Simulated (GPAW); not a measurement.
Write an ASE script for GPAW 26.7.0 that does the following.

```yaml
Task: single point
Functional: LDA
Potentials_or_basis: the program's PAW data sets (release 1.2.1) made for this functional
Cutoff: 450 eV
Basis: pw
k_mesh: 5 × 5 × 5
Occupations: fermi-dirac, width 0.05 eV
Spin: no spin polarisation
Maxiter: 120
Convergence: default
```

The system is Si.

```
Si
1.0
    -3.32782    3.32782    3.32782
     3.32782   -3.32782    3.32782
     3.32782    3.32782   -3.32782
Si
8
Direct
  0.70311 0.70311 0.70311
  0.50000 0.00000 0.79689
  0.00000 0.79689 0.50000
  0.79689 0.50000 0.00000
  0.29689 0.29689 0.29689
  0.50000 0.00000 0.20311
  0.00000 0.20311 0.50000
  0.20311 0.50000 0.00000
```

This isn't the form of Si at room conditions, which is diamond.

One way to write it, as run:

run.py

```python
from ase import Atoms
from ase.dft.bandgap import bandgap
from ase.io import write
from ase.units import GPa
from gpaw import GPAW, PW

atoms = Atoms(['Si', 'Si', 'Si', 'Si', 'Si', 'Si', 'Si', 'Si'],
              cell=[[-3.327825, 3.327825, 3.327825],
                    [3.327825, -3.327825, 3.327825],
                    [3.327825, 3.327825, -3.327825]],
              scaled_positions=[[0.703114, 0.703114, 0.703114],
                                [0.5, 0.0, 0.796886],
                                [0.0, 0.796886, 0.5],
                                [0.796886, 0.5, 0.0],
                                [0.296886, 0.296886, 0.296886],
                                [0.5, 0.0, 0.203114],
                                [0.0, 0.203114, 0.5],
                                [0.203114, 0.5, 0.0]],
              pbc=True)

calc = GPAW(mode=PW(450),
            xc='LDA',
            kpts={'size': (5, 5, 5), 'gamma': True},
            occupations={'name': 'fermi-dirac', 'width': 0.05},
            nbands=32,
            maxiter=120,
            txt='gpaw.txt')
atoms.calc = calc
energy = atoms.get_potential_energy()
forces = atoms.get_forces()
stress = atoms.get_stress()
calc.write('gs.gpw')
write('result.traj', atoms)
print(f'Energy: {energy:.6f} eV')
print('Forces (eV/A):')
print(forces.round(4))
print('Stress (GPa):', (stress / GPa).round(3))
print('Fermi level:', round(calc.get_fermi_level(), 4), 'eV')
print(f'Gap: {bandgap(calc)[0]:.4f} eV, direct: {bandgap(calc, direct=True)[0]:.4f} eV')
```

Potentials or basis: the program's PAW data sets (release 1.2.1) made for this functional, pw.

Launch:

```console
$ OMP_NUM_THREADS=1 python run.py
```

Results of the run:

```
Pressure               : -3.3 GPa
Largest force          : 0.041 eV/Å
Band gap on the k mesh : none (metal or under the smearing width)
```

Caveat: the cutoff is short for stress and forces, so pressures can be off by a GPa or more.

Wall time 48 s on 1 thread of Arm Neoverse V1 (shared host), peak memory 0.22 GiB.
